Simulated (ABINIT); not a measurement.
Ag:

```
Ag
1.0
     0.00000    2.04275    2.04275
     2.04275    0.00000    2.04275
     2.04275    2.04275    0.00000
Ag
1
Direct
  0.00000 0.00000 0.00000
```

Program: ABINIT 10.8.3 (patched build). Alike in all runs: cell as given; smearing fermi-dirac 0.05 eV.

Problem. Order these runs on this cell by their pressure, lowest first.
A. level AM05; potentials or basis JTH PAW PBE v2.0; spin off; k mesh 11 × 11 × 11; cutoff (eV) 544; fine-grid cutoff 1088.46 eV; mesh quality not flagged
B. level PBE; potentials or basis JTH PAW PBE v2.0; spin off; k mesh 11 × 11 × 11; cutoff (eV) 544; fine-grid cutoff 1088.46 eV; mesh quality not flagged
C. level LDA; potentials or basis JTH PAW LDA v2.0; spin off; k mesh 7 × 7 × 7; cutoff (eV) 463; fine-grid cutoff 925.187 eV; mesh quality coarse
D. level SOGGA; potentials or basis JTH PAW PBE v2.0; spin SOC, no magnetisation; k mesh 11 × 11 × 11; cutoff (eV) 463; fine-grid cutoff 925.187 eV; mesh quality not flagged

Solution. C (-7.7 GPa), D (-4.6 GPa), A (-2.6 GPa), B (4.5 GPa).

Caveats: some runs use coarse meshes; the PAW data sets were made with another functional, which shifts forces and pressure a little (some runs).

Not every run made on this cell is shown here.
